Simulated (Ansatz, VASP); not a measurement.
## Two plane-wave programs on Ga

```
Ga
1.0
     2.76941    0.00000    0.00000
     0.00000    2.76941    0.00000
     0.00000    0.00000    2.77048
Ga
1
Direct
  0.00000 0.00000 0.00000
```

Alike in both runs: functional PBE; k mesh 20 × 20 × 20; occupations gaussian, width 0.1 eV; no spin polarisation.

Ansatz relaxed the structure, and its values are those at the end. VASP's run is a single point on that final structure, the one shown.

```csv
,VASP,Ansatz
version,VASP 6.6.1,Ansatz 0.2.0
potentials or method,"VASP PAW PBE potentials, release 64 (Ga_d)","scalar-relativistic, plane waves, PAW"
plane-wave cutoff (eV),520,420
valence electrons in the cell,13,13
```

Ansatz gave:

```
gap on the k mesh at the Fermi level (eV) : none
pressure (GPa)                            : -2.3
```

**Question.** What did VASP give for the same quantities?

**Answer.** gap on the k mesh at the Fermi level (eV): none; pressure (GPa): -2.1.

A gap of «none» marks a metal or a gap that the smearing closes.
